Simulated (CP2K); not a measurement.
**Equation of state of TiAl under r2SCAN**

It takes space group Pm-3m (No. 221, cubic). The conventional cell has a = 3.179 Å, b = 3.179 Å, c = 3.179 Å, α = 90.00°, β = 90.00°, γ = 90.00°. Ti (site symmetry m-3m) is surrounded by 8 Al at 2.75 Å. Al (site symmetry m-3m) is surrounded by 8 Ti at 2.75 Å.

The cell comes from a database or a generator and needn't be the stable form of this composition.

The cell was scaled at fixed shape and fractions and run with CP2K, POTENTIAL_UZH Ti GTH-SCAN-q12, Al GTH-SCAN-q3; TZVP-MOLOPT-SCAN-GTH basis; r2SCAN, k mesh 8 × 8 × 8 on the cell of 2 atoms, fermi-dirac occupations of 0.05 eV, no spin polarisation, no spin-orbit coupling. Energies are those that the program minimises, any entropy of the smearing included. For a metal such a mesh isn't converged to the digits shown.

| V (Å³/atom) | energy over the lowest row (meV/atom) |
| --- | --- |
| 15.1007 | 18.803 |
| 15.4219 | ? |
| 15.7432 | 1.029 |
| 16.0645 | 0.000 |
| 16.3858 | 3.613 |
| 16.7071 | 11.424 |
| 17.0284 | 23.037 |

Question: Fit the third-order Birch-Murnaghan form, give V0, B0 and B′, and predict the energy left open.

Answer: With y = (V0/V)^(2/3), E = E0 + (9 V0 B0/16) [(y - 1)³ B′ + (y - 1)² (6 - 4y)]. Least squares through the rows shown give V0 = 15.9705 Å³/atom, E0 = -0.192 meV, B0 = 117.6 GPa (1 eV/Å³ = 160.218 GPa) and B′ = 3.75, with a largest miss of 0.009 meV. At V = 15.4219 the form with these constants gives 7.117 meV; the run gave 7.123 meV an atom.
